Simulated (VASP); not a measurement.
Write the native input for VASP 6.6.1 that does the following.

```
Task                   : relaxation of the atoms
Functional             : PBE
Dispersion             : D3(BJ)
Potentials or basis    : VASP PAW PBE potentials, release 64 (Ga_d, Sb)
Cutoff                 : 600 eV
k mesh                 : 10 × 10 × 10
Occupations            : gaussian, width 0.03 eV
Spin                   : no spin polarisation
Further INCAR settings : ALGO = Normal; EDIFF = 1e-07; IBRION = 2; EDIFFG = -0.01; NSW = 40
```

The structure of GaSb lies in POSCAR:

```
GaSb                                    
1.0
    0.0000000000      3.0660612028      3.0660612028
    3.0660612028      0.0000000000      3.0660612028
    3.0660612028      3.0660612028      0.0000000000
  Ga              Sb            
     1     1
Direct
     0.0000000000000000    0.0000000000000000    0.0000000000000000
     0.2500000000000000    0.2500000000000000    0.2500000000000000
```

The input as run:

INCAR

```
SYSTEM = GaSb
PREC = Accurate
ENCUT = 600
EDIFF = 1E-7
ISMEAR = 0
SIGMA = 0.03
LREAL = .FALSE.
LASPH = .TRUE.
NELM = 80
ALGO = Normal
ISIF = 2
LWAVE = .FALSE.
LCHARG = .FALSE.
GGA = PE
IVDW = 12
IBRION = 2
NSW = 40
EDIFFG = -0.01
```

KPOINTS

```
Automatic mesh
0
G
  10 10 10
  0 0 0
```

Potentials or basis: VASP PAW PBE potentials, release 64 (Ga_d, Sb).

Command:

```bash
$ cat potpaw_PBE.64/Ga_d/POTCAR potpaw_PBE.64/Sb/POTCAR > POTCAR
$ mpirun -np 1 vasp_std > vasp.out
```

Results of the run:

```yaml
Pressure_after_relaxing: 0.0 GPa
Band_gap_on_the_k_mesh: none (metal or under the smearing width)
Dispersion_energy_per_atom: -0.330 eV
```

Caveat: the relaxation stopped at its first step, so nothing moved; pairwise dispersion overbinds metals, which lowers pressure and volume; this crystal is a semiconductor, whose small gap the functional closes, so the metal is an error of the method.

Run time: 17 s on 1 thread of Intel(R) Xeon(R) 6975P-C (Granite Rapids) (shared host), peak memory 0.23 GiB.
